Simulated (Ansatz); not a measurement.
The calculation used Ansatz 0.2.0, DFT PBE, scalar-relativistic, plane waves, PAW. The final run on the 10-atom cell used 420 eV, a Γ-centred 4×4×4 mesh, 0.02 eV smearing and no spin polarisation.

The zero of energy is the elements' standard structures at the same level (O₂ as a molecule); no fitted shifts are applied.

Task: Propose a candidate for a cubic wide-gap insulator with formula Al₂O₃, with a gap near 4.0 eV, a formation energy near −2.42 eV/atom and a density near 0.78 g/cm³, in a cell of 10 atoms.

Result: Al₂O₃, space group I4_132 (No. 214). Al is surrounded by 3 O at 1.69 Å; around O lie 2 Al at 1.69 Å.

```yaml
crystal:
  lattice:
    - [-4.76604, 4.76604, 4.76604]
    - [4.76604, -4.76604, 4.76604]
    - [4.76604, 4.76604, -4.76604]
  atoms:
    - { symbol: Al, position: [0.75000, 0.75000, 0.75000] }
    - { symbol: Al, position: [0.50000, 0.00000, 0.75000] }
    - { symbol: Al, position: [0.00000, 0.75000, 0.50000] }
    - { symbol: Al, position: [0.75000, 0.50000, 0.00000] }
    - { symbol: O, position: [0.62500, 0.87500, 0.75000] }
    - { symbol: O, position: [0.87500, 0.75000, 0.62500] }
    - { symbol: O, position: [0.75000, 0.62500, 0.87500] }
    - { symbol: O, position: [0.25000, 0.87500, 0.62500] }
    - { symbol: O, position: [0.62500, 0.25000, 0.87500] }
    - { symbol: O, position: [0.87500, 0.62500, 0.25000] }
```

- Volume per atom: 43.30 Å³
- Density: 0.78 g/cm³
- Energy over the elements: −2.417 eV/atom
- Gap on the 4×4×4 mesh of the 10-atom cell: 4.02 eV

It was reached by relaxing an invented guess, and it needn't be the stable form of this composition. Other answers may fit too; this one was computed.

Kohn–Sham gaps at this level usually fall short of measured ones. Symmetry constrained the relaxation, so the result can be a saddle point.
